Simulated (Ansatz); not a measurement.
# TaN (Fm-3m): modes against biaxial strain in the (111) plane, part 2 of 2

Wanted: the shifts of the zone-centre modes of TaN (Fm-3m) with strain.

Ansatz 0.2.0; DFT PBEsol, scalar-relativistic, plane waves, PAW; PAW set soft_1.

So far, highest optical mode at the zone centre (no LO-TO term) (cm⁻¹): step 4 (zone-centre response at rest) 408.

## 5. Relaxation of a member: biaxial strain of +4 % in the (111) plane

The cell takes a biaxial strain of +4 % in the (111) plane. The strained lengths are held, while the rest of the cell and the atoms relax.

File input.yaml:

```yaml
crystal:
  lattice:
    - [-0.1149782021, 2.1599112713, 2.1599112713]
    - [2.1599112713, -0.1149782021, 2.1599112713]
    - [2.1599112713, 2.1599112713, -0.1149782021]
  atoms:
    - { symbol: "N", position: [0.0, 0.0, 0.0] }
    - { symbol: Ta, position: [0.5, 0.5, 0.5] }
  conventional_axes: [[-1, 1, 0], [0, -1, 1], [1, 1, 1]]
kpoints:
  mp_grid: { grid: [16, 16, 16] }
hamiltonian:
  xc: pbesol
  pseudopotentials: { kind: paw, azcp: { folder: soft_1 }, xc_functional: pbe }
scf:
  occupations: { method: methfessel_paxton, width: 0.2 }
output:
  forces: true
  stress: true
  eigenvalues: true
relax:
  adjacent_minimum: "off"
  f_tol: 0.001
  max_steps: 60
  cell: { stress_tol: 0.01, fix: [a, b, gamma] }
```

Launch:

```bash
$ ansatz run input.yaml --threads 4 --pin off --max-ram 10240MiB --backend cpu --events-out ev --progress --plain --runs-dir out
```

Numbers of over 12 decimals in the logs are rounded to 6 here.

Output:

```text
[...]
Crystal: 2 atoms, lattice volume = 21.761 Å³
Basis set: ecut = 420 eV, 429 PW (Γ), exchange–correlation on 48×48×48 points (8 copies of the dense FFT grid, shifted against one another)
Bands: 13, of which v1, the nominal top of the filled ones, is band 9 counted from 1 (8 counted from 0)
Symmetry: 12 space group operations
[...]
k-points: 417 of 4096
[...]
k-point 416: bands = [... 5 lower, 10.9489, 13.1441, 13.1441, 23.4154, 23.5609, 23.5609, 24.6013, 28.9481, ... 4 higher]
--- Relaxed structure (5 steps of the walk, 5 accepted, 2 SCFs on fresh bases) ---
[...]
cell:  # Å, volume = 21.5337 Å³
    - [-0.129592, 2.145297, 2.145297]
    - [2.145297, -0.129592, 2.145297]
    - [2.145297, 2.145297, -0.129592]
  atoms:
    - { symbol: N, position: [0, 0, 0] }
    - { symbol: Ta, position: [0.5, 0.5, 0.500000] }
[key lines of the parts left out:]
SCF converged after 4 iterations
Free energy (F): -10187.914822 eV
Fermi energy:    21.037264 eV
P = ⅓ Tr σ = -9.2342 GPa (-92.342 kbar)
```

The job ended after 10 s (4 threads of Intel Xeon Platinum 8488C (Sapphire Rapids), shared host; peak memory 0.61 GiB).

The steps of the relaxation:

| step | energy less that of the first step (eV) | largest force component (eV/Å) | pressure (GPa) | volume (Å³) |
| --- | --- | --- | --- | --- |
| 1 | 0.0000 | 0.0000 | -12.51 | 21.76 |
| 2 | -0.0024 | 0.0000 | -6.85 | 21.38 |
| 3 | -0.0039 | 0.0000 | -9.30 | 21.54 |
| 4 | -0.0039 | 0.0000 | -9.24 | 21.54 |
| 5* | -0.0035 | 0.0000 | -9.27 | 21.54 |
| 6 | -0.0035 | 0.0000 | -9.23 | 21.53 |
| 7* | -0.0035 | 0.0000 | -9.23 | 21.53 |

Relaxation steps marked * repeat the geometry before them on a plane-wave basis chosen anew for their cell, so energy and pressure can jump there.

Forces are held to the 12 operations that the run works with; a distortion that breaks them can't arise in this run.

| conventional cell, symmetrised | before | after | change |
| --- | --- | --- | --- |
| a (Å) | 3.217 | 3.217 | -0.0 % |
| b (Å) | 3.217 | 3.217 | -0.0 % |
| c (Å) | 7.283 | 7.207 | -1.0 % |
| volume (Å³/atom) | 10.88 | 10.77 | -1.0 % |

Final coordinates:

```
N Ta
1.0
    -0.12959    2.14530    2.14530
     2.14530   -0.12959    2.14530
     2.14530    2.14530   -0.12959
N Ta
1 1
Direct
  0.00000 0.00000 0.00000
  0.50000 0.50000 0.50000
```

This step gave:

```yaml
pressure: -9.234 GPa
volume_per_atom: 10.77 Å³
```

The forces vanish by symmetry.

## 6. Zone-centre modes of the member: biaxial strain of +4 % in the (111) plane

The zone-centre modes follow for biaxial strain of +4 % in the (111) plane.

input.yaml, the sections that differ from step 5:

```yaml
crystal:
  lattice:
    - [-0.1295923716, 2.1452971018, 2.1452971018]
    - [2.1452971018, -0.1295923716, 2.1452971018]
    - [2.1452971018, 2.1452971018, -0.1295923716]
  atoms:
    - { symbol: "N", position: [0.0, 0.0, 0.0] }
    - { symbol: Ta, position: [0.5, 0.5, 0.5] }
output:
  eigenvalues: true
phonons:
  method: dfpt
# kpoints, hamiltonian, scf: as in step 5
# relax: removed
```

Output:

```text
[...]
Crystal: 2 atoms, lattice volume = 21.534 Å³
Basis set: ecut = 420 eV, 417 PW (Γ), exchange–correlation on 48×48×48 points (8 copies of the dense FFT grid, shifted against one another)
Bands: 13, of which v1, the nominal top of the filled ones, is band 9 counted from 1 (8 counted from 0)
Symmetry: 12 space group operations
k-points: 1098 of 4096 (irreducible under 2 space group operations, time reversal used)
[...]
SCF iter   1: F=—  HF=-10187.991353 eV  |F-HF|=—  |Δ(HF+E_count)|=         —  Δρ=4.59e-2  dr2=4.23e-1  ethr=3.10e-3  ⟨swp⟩=5.0  Hψ=152327  notcnv=0
[...]
SCF iter   8: F=-10187.914822 eV  HF=-10187.914822 eV  |F-HF|=9.09e-12  |Δ(HF+E_count)|=  1.82e-12  S|Δr|=    0.00e0  Δρ=1.10e-7  dr2=1.81e-12  ethr=1.00e-12  ⟨swp⟩=9.1  Hψ=83614  notcnv=0
SCF 1 converged in 8 iterations: F = -10187.914822 eV  dr2 = 1.81e-12
[...]
SCF converged after 8 iterations
[...]
Free energy (F): -10187.914822 eV
[...]
Internal energy: -10187.915041 eV  (E = F + TS)
E sigma→0 (E₀):  -10187.914877 eV
Entropy (-TS):   0.000218 eV (0.109 meV/atom)
Fermi energy:    21.037263 eV
Step filling:    the computed levels leave a gap of 0.0000 eV = 0.0 smearing widths at the electron count; against every level under it full and every level over it empty, smearing changes F+E_penalty+E_count by +0.020 meV and its σ→0 estimate by -0.035 meV
[...]
--- Band table (eV; the first three rows and the last of 1098) ---
  k-point 0: bands = [... 5 lower, 17.2438, 17.2438, 17.7084, 18.5105, 18.5105, 19.8109, 21.2761, 21.2761, ... 4 higher]
  k-point 1: bands = [... 5 lower, 16.7104, 16.8730, 17.3752, 18.7161, 18.8378, 19.9669, 21.6332, 21.6386, ... 4 higher]
  k-point 2: bands = [... 5 lower, 15.6755, 16.1534, 16.7440, 19.1040, 19.3118, 20.2955, 22.5089, 22.5293, ... 4 higher]
  k-point 1097: bands = [... 5 lower, 10.9489, 13.1441, 13.1441, 23.4154, 23.5609, 23.5609, 24.6013, 28.9481, ... 4 higher]
[...]
ASR residual: 7.057e-5 → 0.000e0 eV/Å²; symmetrization residual: 5.399e-7 eV/Å²
  ASR residual per site (eV/Å²): 2.98e-5 7.06e-5
  Γ frequencies (cm⁻¹): 0.00 0.00 0.00 372.32 392.39 392.39
[...]
```

It took 17 s on 4 threads; peak memory 1.4 GiB; 62 s of CPU time.

Numbers from this step:

```
sum-rule residual before enforcement                    : 7.06e-5 eV/Å²
point group                                             : -3m
highest optical mode at the zone centre (no LO-TO term) : 392.4 cm⁻¹
lowest optical zone-centre mode                         : 372.3 cm⁻¹
```

Patterns of degenerate modes are one choice out of their space. The modes at Γ (shares of kinetic energy by element, %):

| mode | frequency (cm⁻¹) | symmetry | N % | Ta % |
| --- | --- | --- | --- | --- |
| 1 | 0.0 | acoustic | 7 | 93 |
| 2 | 0.0 | acoustic | 7 | 93 |
| 3 | 0.0 | acoustic | 7 | 93 |
| 4 | 372.3 | A2u | 93 | 7 |
| 5 | 392.4 | Eu | 93 | 7 |
| 6 | 392.4 | Eu | 93 | 7 |

Displacements in mode 4 (372.3 cm⁻¹), the largest set to 1:
```
N1   1.00  1.00  1.00
Ta2 -0.08 -0.08 -0.08
```

Displacements in mode 5 (392.4 cm⁻¹), the largest set to 1:
```
N1  -0.56 -0.44  1.00
Ta2  0.04  0.03 -0.08
```

The lowest optical mode is real, 372 cm⁻¹, and the highest lies at 392.4 cm⁻¹.

For the highest optical mode at the zone centre (no LO-TO term), step 4 gave 408 cm⁻¹; this run, with strain 4 %, gives 392 cm⁻¹ (-4 %).

## 7. A member of the series: biaxial strain of -4 % in the (111) plane

The cell takes a biaxial strain of -4 % in the (111) plane. The strained lengths are held, while the rest of the cell and the atoms relax.

input.yaml, the sections that differ from step 6:

```yaml
crystal:
  lattice:
    - [0.1254437065, 2.2253416821, 2.2253416821]
    - [2.2253416821, 0.1254437065, 2.2253416821]
    - [2.2253416821, 2.2253416821, 0.1254437065]
  atoms:
    - { symbol: "N", position: [0.0, 0.0, 0.0] }
    - { symbol: Ta, position: [0.5, 0.5, 0.5] }
  conventional_axes: [[-1, 1, 0], [0, -1, 1], [1, 1, 1]]
output:
  forces: true
  stress: true
  eigenvalues: true
relax:
  adjacent_minimum: "off"
  f_tol: 0.001
  max_steps: 60
  cell: { stress_tol: 0.01, fix: [a, b, gamma] }
# kpoints, hamiltonian, scf: as in step 6
# phonons: removed
```

Output:

```text
[...]
Crystal: 2 atoms, lattice volume = 20.179 Å³
Basis set: ecut = 420 eV, 393 PW (Γ), exchange–correlation on 48×48×48 points (8 copies of the dense FFT grid, shifted against one another)
Bands: 13, of which v1, the nominal top of the filled ones, is band 9 counted from 1 (8 counted from 0)
Symmetry: 12 space group operations
[...]
k-points: 417 of 4096
[...]
k-point 416: bands = [... 5 lower, 11.5440, 15.1676, 15.1676, 23.7742, 23.8074, 23.8074, 26.6587, 29.5883, ... 4 higher]
--- Relaxed structure (5 steps of the walk, 5 accepted, 2 SCFs on fresh bases) ---
[...]
cell:  # Å, volume = 20.4750 Å³
    - [0.147837, 2.247735, 2.247735]
    - [2.247735, 0.147837, 2.247735]
    - [2.247735, 2.247735, 0.147837]
  atoms:
    - { symbol: N, position: [0, 0, 0] }
    - { symbol: Ta, position: [0.5, 0.5, 0.500000] }
[key lines of the parts left out:]
SCF converged after 4 iterations
Free energy (F): -10187.917164 eV
Fermi energy:    22.174026 eV
P = ⅓ Tr σ = 8.7209 GPa (87.209 kbar)
```

Elapsed: 9.9 s, on 4 threads; peak memory 0.6 GiB; 36 s of CPU time.

Relaxation path:

| step | energy less that of the first step (eV) | largest force component (eV/Å) | pressure (GPa) | volume (Å³) |
| --- | --- | --- | --- | --- |
| 1 | 0.0000 | 0.0000 | 14.48 | 20.18 |
| 2 | -0.0057 | 0.0000 | 8.41 | 20.49 |
| 3 | -0.0058 | 0.0000 | 8.73 | 20.47 |
| 4 | -0.0058 | 0.0000 | 8.75 | 20.47 |
| 5* | -0.0064 | 0.0000 | 8.80 | 20.47 |
| 6 | -0.0064 | 0.0000 | 8.72 | 20.47 |
| 7* | -0.0064 | 0.0000 | 8.72 | 20.47 |

Relaxation steps marked * repeat the geometry before them on a plane-wave basis chosen anew for their cell, so energy and pressure can jump there.

The run keeps the 12 symmetry operations that it works with, so distortions that break them were not tested.

| conventional cell, symmetrised | before | after | change |
| --- | --- | --- | --- |
| a (Å) | 2.970 | 2.970 | -0.0 % |
| b (Å) | 2.970 | 2.970 | -0.0 % |
| c (Å) | 7.926 | 8.042 | +1.5 % |
| volume (Å³/atom) | 10.09 | 10.24 | +1.5 % |

Final coordinates:

```
N Ta
1.0
     0.14784    2.24774    2.24774
     2.24774    0.14784    2.24774
     2.24774    2.24774    0.14784
N Ta
1 1
Cartesian
  0.0000 0.0000 0.0000
  2.3217 2.3217 2.3217
```

This step gave:

```
pressure        : 8.721 GPa
volume per atom : 10.24 Å³
```

The forces vanish by symmetry.

The cell grew by 1.5 % in volume.

## 8. Modes of this member: biaxial strain of -4 % in the (111) plane

The zone-centre modes follow for biaxial strain of -4 % in the (111) plane.

input.yaml, the sections that differ from step 7:

```yaml
crystal:
  lattice:
    - [0.1478374119, 2.2477353875, 2.2477353875]
    - [2.2477353875, 0.1478374119, 2.2477353875]
    - [2.2477353875, 2.2477353875, 0.1478374119]
  atoms:
    - { symbol: "N", position: [0.0, 0.0, 0.0] }
    - { symbol: Ta, position: [0.5, 0.5, 0.5] }
output:
  eigenvalues: true
phonons:
  method: dfpt
# kpoints, hamiltonian, scf: as in step 7
# relax: removed
```

Output:

```text
[...]
Crystal: 2 atoms, lattice volume = 20.475 Å³
Basis set: ecut = 420 eV, 399 PW (Γ), exchange–correlation on 48×48×48 points (8 copies of the dense FFT grid, shifted against one another)
Bands: 13, of which v1, the nominal top of the filled ones, is band 9 counted from 1 (8 counted from 0)
Symmetry: 12 space group operations
k-points: 1098 of 4096 (irreducible under 2 space group operations, time reversal used)
[...]
k-point 2: bands = [... 5 lower, 16.8319, 17.0951, 17.6388, 19.6019, 20.8681, 21.0388, 23.9609, 23.9751, ... 4 higher]
  k-point 1097: bands = [... 5 lower, 11.5440, 15.1676, 15.1676, 23.7742, 23.8074, 23.8074, 26.6587, 29.5883, ... 4 higher]
[...]
ASR residual: 8.337e-5 → 0.000e0 eV/Å²; symmetrization residual: 8.409e-7 eV/Å²
  ASR residual per site (eV/Å²): 5.63e-5 8.34e-5
  Γ frequencies (cm⁻¹): 0.00 0.00 0.00 427.98 427.98 488.18
[...]
[key lines of the parts left out:]
SCF converged after 8 iterations
Free energy (F): -10187.917164 eV
Fermi energy:    22.174026 eV
```

The job ended after 17 s (4 threads; peak memory 1.3 GiB).

Numbers from this step:

* sum-rule residual before enforcement: 8.34e-5 eV/Å²
* highest optical mode at the zone centre (no LO-TO term): 488.2 cm⁻¹
* lowest optical zone-centre mode: 428.0 cm⁻¹

Patterns of degenerate modes are one choice out of their space. Modes at Γ, with each element's share of the kinetic energy:

| mode | frequency (cm⁻¹) | symmetry | N % | Ta % |
| --- | --- | --- | --- | --- |
| 1 | 0.0 | acoustic | 7 | 93 |
| 2 | 0.0 | acoustic | 7 | 93 |
| 3 | 0.0 | acoustic | 7 | 93 |
| 4 | 428.0 | Eu | 93 | 7 |
| 5 | 428.0 | Eu | 93 | 7 |
| 6 | 488.2 | A2u | 93 | 7 |

The lowest optical mode is real, 428 cm⁻¹, and the highest lies at 488.2 cm⁻¹.

For the highest optical mode at the zone centre (no LO-TO term), step 4 gave 408 cm⁻¹; this run, with strain -4 %, gives 488 cm⁻¹ (+20 %).

## 9. All members side by side

The members are set side by side, also those not shown above.

Stress is positive in compression; energies are extrapolated to zero smearing, and E0 is that at rest; the edges not held and the atoms are relaxed in each cell; all runs use 16×16×16 k points and Methfessel-Paxton smearing of 0.2 eV. State of the crystal along the series:

| strain (%) | in-plane stress (GPa) | free strain along [111] (%) | E - E0 (meV/atom) |
| --- | --- | --- | --- |
| -4 | 13.08 | 6.138 | 31.17 |
| -3 | 9.163 | 4.602 | 16.44 |
| -2 | 5.771 | 3.05 | 6.63 |
| -1 | 2.469 | 1.566 | 1.321 |
| 0 | -0.002937 | 0 | 0 |
| 1 | -2.654 | -1.478 | 1.46 |
| 2 | -6.007 | -2.757 | 6.958 |
| 3 | -9.796 | -3.885 | 17.05 |
| 4 | -13.85 | -4.887 | 32.32 |

Optical modes are counted from below at rest and tracked from member to member by their patterns, and modes that stay within 0.3 cm⁻¹ of each other stand once; labels, where given, are those at rest; the edges not held and the atoms are relaxed in each cell; all runs use 16×16×16 k points and Methfessel-Paxton smearing of 0.2 eV. Optical modes along the series:

| strain (%) | optical mode 1 T1u, singlet (cm⁻¹) | optical mode 2 T1u, doublet (cm⁻¹) |
| --- | --- | --- |
| -4 | 488.2 | 428 |
| -3 | 469.9 | 424.8 |
| -2 | 449.8 | 418.6 |
| -1 | 428.3 | 409.9 |
| 0 | 407.6 | 407.6 |
| 1 | 394 | 407.7 |
| 2 | 386.9 | 405.6 |
| 3 | 380.1 | 401.1 |
| 4 | 372.3 | 392.4 |

Value and slope at zero strain of a cubic (a lower polynomial where under five rows exist) through the rows within 2 % of rest. Slopes at rest:

| mode | frequency (cm⁻¹) | shift per percent of strain (cm⁻¹) | shift per GPa of compressive stress (cm⁻¹) |
| --- | --- | --- | --- |
| optical mode 1 T1u, singlet | 408.2 | -17.59 | 7.23 |
| optical mode 2 T1u, doublet | 407.7 | -0.35 | 0.14 |

## 10. Summary of results

- members: 9
- highest optical mode at the zone centre (no LO-TO term), at rest: 407.6 cm⁻¹
- biaxial modulus in the (111) plane: 243 GPa
- optical mode 1 T1u, singlet, shift per percent: -17.59 cm⁻¹
- optical mode 2 T1u, doublet, shift per percent: -0.35 cm⁻¹

In words: The stress changes by 2.43 GPa for each percent, a biaxial modulus of 243 GPa in the (111) plane. For each percent the free edge responds with -1.55 %. The strain lowers the symmetry: the level at 407.6 cm⁻¹ splits, into 488.2 and 428.0 cm⁻¹ at -4 %. Within 2 % of rest optical mode 1 T1u, singlet and optical mode 2 T1u, doublet bend away from a straight line, so a single slope holds only near rest. These are harmonic frequencies at zero temperature: anharmonic shifts, linewidths and thermal expansion are left out. Spin-orbit coupling is left out, which can matter for the heavy elements here. With no gap, or one that is small against the smearing, the frequencies hang on the k mesh and the smearing, most of all near Kohn anomalies. The PAW files were made for PBE; the program adapts parts of them to the functional of the run, but their partial waves stay those of PBE, an approximation that was not tested in this session. Only the zone centre was solved, so an instability at another wavevector cannot show here.

[Logs are printed without paths, hosts, clocks, repeated set-up lines and the standing remarks that a program may print on its own settings, such as how far it seeks lower states.]

[Hosts, paths, dates, database ids (printed as entryN), source tags and the programs' standing remarks are cut or masked in the printed files.]
